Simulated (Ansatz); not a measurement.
**ZrB2: one crystal by all-electron and frozen-core methods**

Does the method matter for ZrB2? The same cell, functional and mesh are run with LAPW, all electrons, PAW on the default files and datasets made for this crystal.

Computed with Ansatz 0.2.0 (DFT PBE, scalar-relativistic, unless a step's input says otherwise).

### 1 Starting point

Symmetry: P6/mmm, No. 191, hexagonal system. Conventional cell: a = 3.165 Å, b = 3.165 Å, c = 3.520 Å, α = 90.00°, β = 90.00°, γ = 120.00°. Zr (site symmetry 6/mmm) is surrounded by 12 B at 2.54 Å. B (site symmetry -6m2) has 3 B at 1.83 Å and 6 Zr at 2.54 Å as nearest neighbours.

Structure file:

```xyz
3
Lattice="3.1650 0.0000 0.0000 -1.5825 2.7410 0.0000 0.0000 0.0000 3.5200" Properties=species:S:1:pos:R:3 pbc="T T T"
Zr    0.0000    0.0000    0.0000
B     0.0000    1.8273    1.7600
B     1.5825    0.9137    1.7600
```

The structure is an experimental refinement, used without relaxation.

Atoms are numbered in the order of the input: Zr1, B2, B3.

### 2 LAPW, all electrons

Input file input.yaml:

```yaml
crystal:
  lattice:
    - [3.1649998255, 0.0, 0.0]
    - [-1.5824999128, 2.7409702519, 0.0]
    - [0.0, 0.0, 3.52]
  atoms:
    - { symbol: Zr, position: [0.0, 0.0, 0.0] }
    - { symbol: B, position: [0.3333333333, 0.6666666667, 0.5] }
    - { symbol: B, position: [0.6666666667, 0.3333333333, 0.5] }
kpoints:
  mp_grid: { grid: [12, 12, 9] }
  band_path:
    path:
      - [0.0, 0.0, 0.0]
      - [0.5, 0.0, 0.0]
      - [0.3333333333, 0.3333333333, 0.0]
      - [0.0, 0.0, 0.0]
      - [0.0, 0.0, 0.5]
      - [0.5, 0.0, 0.5]
      - [0.3333333333, 0.3333333333, 0.5]
      - [0.0, 0.0, 0.5]
      - [0.5, 0.0, 0.5]
    npoints: 14
scf:
  occupations: { method: fermi_dirac, width: 0.05 }
hamiltonian:
  xc: pbe
  pseudopotentials: { kind: all_electron, lapw: { basis_error: 0.001 } }
output:
  forces: true
  stress: true
  eigenvalues: true
  fatbands: true
  populations: true
  dos: { projected: true, de: 0.2, e_range: [-14, 8] }
```

On the command line:

```sh
ansatz run input.yaml --threads 1 --pin off --max-ram 6144MiB --backend cpu --events-out ev --progress --plain --runs-dir out
```

### 3 PAW on the default files

input.yaml, as its differences from that of step 2:

```diff
@@ -27,3 +27,3 @@
   xc: pbe
-  pseudopotentials: { kind: all_electron, lapw: { basis_error: 0.001 } }
+  pseudopotentials: { kind: paw }
 output:
@@ -32,4 +32,9 @@
   eigenvalues: true
-  fatbands: true
+  efg: { contact_densities: true }
   populations: true
+  bader: true
   dos: { projected: true, de: 0.2, e_range: [-14, 8] }
+  write_density: true
+  write_potential: true
+  elf: true
+  volumetric_format: npy
```

### 4 Datasets made for this crystal

input.yaml, as its differences from that of step 3:

```diff
@@ -22,3 +22,3 @@
       - [0.5, 0.0, 0.5]
-    npoints: 14
+    npoints: 8
 scf:
@@ -27,3 +27,3 @@
   xc: pbe
-  pseudopotentials: { kind: paw }
+  pseudopotentials: { kind: all_electron, datasets: crystal }
 output:
@@ -33,8 +33 @@
   efg: { contact_densities: true }
-  populations: true
-  bader: true
-  dos: { projected: true, de: 0.2, e_range: [-14, 8] }
-  write_density: true
-  write_potential: true
-  elf: true
-  volumetric_format: npy
```

(Steps that only read results are left out.)

What does the calculation give? Wanted: pressure; gap; Bader charges; highest ELF.

As calculated:

| quantity | value |
| --- | --- |
| pressure | LAPW 2.43, PAW 2.40, crystal datasets 2.43 GPa |
| gap (LAPW) | none |
| Bader charges (PAW) | Zr1 +1.56, B2 -0.78 e |
| highest ELF (PAW) | 0.86, 0.91 Å from B |

In words: The pressure of 2.4 GPa pushes the cell to expand, with the atoms held in place. Bands cross the Fermi level: the crystal is a metal at this level. Within 0.3 eV of the Fermi level the largest projected share is Zr 4d (73 %). The projection holds only the free atom's occupied shells (Zr 5s, Zr 4p, Zr 4d, B 2s, B 2p in this range). The field gradient at Zr1, the largest by crystal datasets, is 4.46 by PAW and 4.45 by crystal datasets (10²¹ V/m²), within 5 %. No spin–orbit coupling: at heavy atoms the gradients can be off by tens of per cent for that reason. PAW lies -0.03 GPa from LAPW in pressure.
